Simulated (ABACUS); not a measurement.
CdS (Hawleyite): equation of state with PBEsol

CdS (Hawleyite):

```
Cd S
1.0
     0.00000    2.91650    2.91650
     2.91650    0.00000    2.91650
     2.91650    2.91650    0.00000
Cd S
1 1
Direct
  0.00000 0.00000 0.00000
  0.75000 0.75000 0.75000
```

```
Program             : ABACUS 3.10.1
Task                : equation of state
Functional          : PBEsol
Potentials or basis : PseudoDojo NC SR 0.4.1 PBEsol standard
Cutoff              : 1401 eV
Density cutoff      : 5606 eV
Basis               : plane waves
k mesh              : 8 × 8 × 8
Occupations         : fermi-dirac, width 0.05 eV
Spin                : no spin polarisation
```

The equilibrium volume is 24.73 Å³/atom. The bulk modulus is 61 GPa. The pressure derivative of the bulk modulus is 4.6.

Energy against volume, from the lowest point:
```csv
volume (Å³/atom),energy (meV/atom)
23.319,17.07
23.815,6.85
24.312,1.33
24.808,0.00
25.304,2.42
25.800,8.21
26.296,16.98
```

All runs of the series together: 82 s on 4 threads of Intel(R) Xeon(R) 6975P-C (Granite Rapids), with other jobs on the host.
